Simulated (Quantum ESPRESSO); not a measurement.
Wanted: the native input for a Quantum ESPRESSO 7.5 run.

| Item | Value |
| --- | --- |
| Task | band structure |
| Functional | PBEsol |
| Potentials or basis | PseudoDojo 0.4.1 SR PBEsol standard |
| Cutoff | 1088 eV |
| Density cutoff | 4354 eV |
| k mesh | 10 × 10 × 10 |
| Occupations | fermi-dirac, width 0.05 eV |
| Spin | no spin polarisation |
| Mixing beta | 0.5 |
| Most SCF iterations | 120 |
| SCF threshold | 2e-10 Ry |

Crystal: Sb.

```
Sb
1.0
     0.00000    2.37124    2.37124
     2.37124    0.00000    2.37124
     2.37124    2.37124    0.00000
Sb
1
Direct
  0.00000 0.00000 0.00000
```

This isn't the form of Sb at room conditions, which is rhombohedral.

These files were run (other wordings do the same):

pw.in

```
&CONTROL
  calculation = 'scf'
  prefix = 'pwscf'
  outdir = './tmp'
  pseudo_dir = './pseudo'
  tprnfor = .true.
  tstress = .true.
  disk_io = 'low'
/
&SYSTEM
  ibrav = 0
  A = 3.35344333
  nat = 1
  ntyp = 1
  ecutwfc = 80
  nbnd = 13
  occupations = 'smearing'
  smearing = 'fd'
  degauss = 0.00367493
/
&ELECTRONS
  conv_thr = 2d-10
  electron_maxstep = 120
  mixing_beta = 0.5
/
ATOMIC_SPECIES
Sb   121.7600 Sb.upf
CELL_PARAMETERS alat
   0.0000000000    0.7071067820    0.7071067820
   0.7071067820    0.0000000000    0.7071067820
   0.7071067820    0.7071067820    0.0000000000
ATOMIC_POSITIONS alat
Sb     0.0000000000    0.0000000000    0.0000000000
K_POINTS automatic
10 10 10 0 0 0
```

bands.in

```
&CONTROL
  calculation = 'bands'
  prefix = 'pwscf'
  outdir = './tmp'
  pseudo_dir = './pseudo'
  disk_io = 'low'
  verbosity = 'high'
/
&SYSTEM
  ibrav = 0
  A = 3.35344333
  nat = 1
  ntyp = 1
  ecutwfc = 80
  nbnd = 13
  occupations = 'smearing'
  smearing = 'fd'
  degauss = 0.00367493
/
&ELECTRONS
  conv_thr = 1d-08
  electron_maxstep = 120
  mixing_beta = 0.5
  diago_full_acc = .true.
  startingwfc = 'random'
/
ATOMIC_SPECIES
Sb   121.7600 Sb.upf
CELL_PARAMETERS alat
   0.0000000000    0.7071067820    0.7071067820
   0.7071067820    0.0000000000    0.7071067820
   0.7071067820    0.7071067820    0.0000000000
ATOMIC_POSITIONS alat
Sb     0.0000000000    0.0000000000    0.0000000000
K_POINTS crystal
60
 0.0000000000  0.0000000000  0.0000000000 1
 0.0625000000  0.0000000000  0.0625000000 1
 0.1250000000  0.0000000000  0.1250000000 1
 0.1875000000  0.0000000000  0.1875000000 1
 0.2500000000  0.0000000000  0.2500000000 1
 0.3125000000  0.0000000000  0.3125000000 1
 0.3750000000  0.0000000000  0.3750000000 1
 0.4375000000  0.0000000000  0.4375000000 1
 0.5000000000  0.0000000000  0.5000000000 1
 0.5000000000  0.0625000000  0.5625000000 1
 0.5000000000  0.1250000000  0.6250000000 1
 0.5000000000  0.1875000000  0.6875000000 1
 0.5000000000  0.2500000000  0.7500000000 1
 0.4375000000  0.3125000000  0.7500000000 1
 0.3750000000  0.3750000000  0.7500000000 1
 0.3375000000  0.3375000000  0.6750000000 1
 0.3000000000  0.3000000000  0.6000000000 1
 0.2625000000  0.2625000000  0.5250000000 1
 0.2250000000  0.2250000000  0.4500000000 1
 0.1875000000  0.1875000000  0.3750000000 1
 0.1500000000  0.1500000000  0.3000000000 1
 0.1125000000  0.1125000000  0.2250000000 1
 0.0750000000  0.0750000000  0.1500000000 1
 0.0375000000  0.0375000000  0.0750000000 1
 0.0000000000  0.0000000000  0.0000000000 1
 0.0625000000  0.0625000000  0.0625000000 1
 0.1250000000  0.1250000000  0.1250000000 1
 0.1875000000  0.1875000000  0.1875000000 1
 0.2500000000  0.2500000000  0.2500000000 1
 0.3125000000  0.3125000000  0.3125000000 1
 0.3750000000  0.3750000000  0.3750000000 1
 0.4375000000  0.4375000000  0.4375000000 1
 0.5000000000  0.5000000000  0.5000000000 1
 0.5250000000  0.4500000000  0.5250000000 1
 0.5500000000  0.4000000000  0.5500000000 1
 0.5750000000  0.3500000000  0.5750000000 1
 0.6000000000  0.3000000000  0.6000000000 1
 0.6250000000  0.2500000000  0.6250000000 1
 0.5833333333  0.2500000000  0.6666666667 1
 0.5416666667  0.2500000000  0.7083333333 1
 0.5000000000  0.2500000000  0.7500000000 1
 0.5000000000  0.2857142857  0.7142857143 1
 0.5000000000  0.3214285714  0.6785714286 1
 0.5000000000  0.3571428571  0.6428571429 1
 0.5000000000  0.3928571429  0.6071428571 1
 0.5000000000  0.4285714286  0.5714285714 1
 0.5000000000  0.4642857143  0.5357142857 1
 0.5000000000  0.5000000000  0.5000000000 1
 0.4821428571  0.4821428571  0.5357142857 1
 0.4642857143  0.4642857143  0.5714285714 1
 0.4464285714  0.4464285714  0.6071428571 1
 0.4285714286  0.4285714286  0.6428571429 1
 0.4107142857  0.4107142857  0.6785714286 1
 0.3928571429  0.3928571429  0.7142857143 1
 0.3750000000  0.3750000000  0.7500000000 1
 0.6250000000  0.2500000000  0.6250000000 1
 0.5937500000  0.1875000000  0.5937500000 1
 0.5625000000  0.1250000000  0.5625000000 1
 0.5312500000  0.0625000000  0.5312500000 1
 0.5000000000  0.0000000000  0.5000000000 1
```

Potentials or basis: PseudoDojo 0.4.1 SR PBEsol standard.

The run is started by

```console
$ OMP_NUM_THREADS=1 mpirun -n 2 pw.x -nk 2 -in pw.in > pw.out
$ OMP_NUM_THREADS=1 mpirun -n 2 pw.x -nk 2 -in bands.in > bands.out
```

Results of the run:

```json
{
  "Pressure": "-1.2 GPa",
  "Band gap on the k mesh": "none (metal or under the smearing width)"
}
```

Caveat: spin-orbit coupling is left out, which moves the levels of the heavy elements.

It took 26 s on 2 MPI ranks on Arm Neoverse V1, with other jobs on the host, peak memory 0.18 GiB a rank.
